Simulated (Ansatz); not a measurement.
The decay constant κ of evanescent states in the gap governs leakage through a thin film.

Input:

```
CELL_PARAMETERS angstrom
      4.37348     0.00000     0.00000
      0.00000     4.37348     0.00000
      2.18674     2.18674     3.09252
ATOMIC_POSITIONS crystal
  Al 0.00000 0.00000 0.00000
  Sb 0.25000 0.75000 0.50000
```

The cell is taken as given.

Transport runs along the normal of the first two printed cell vectors, the (001) plane of the conventional cell.

The gap is the functional's own, uncorrected, and κ follows it; spin-orbit coupling is left out. Mid-gap means the computed energy nearest the middle.

Problem. Estimate the band gap and the smallest decay constant κ at mid-gap that r2SCAN (Ansatz, an electronic-structure program) returns for this system.

Solution. Gap 1.53 eV on a 10×10×10 mesh; κ = 0.114 1/Å, at the zone centre.
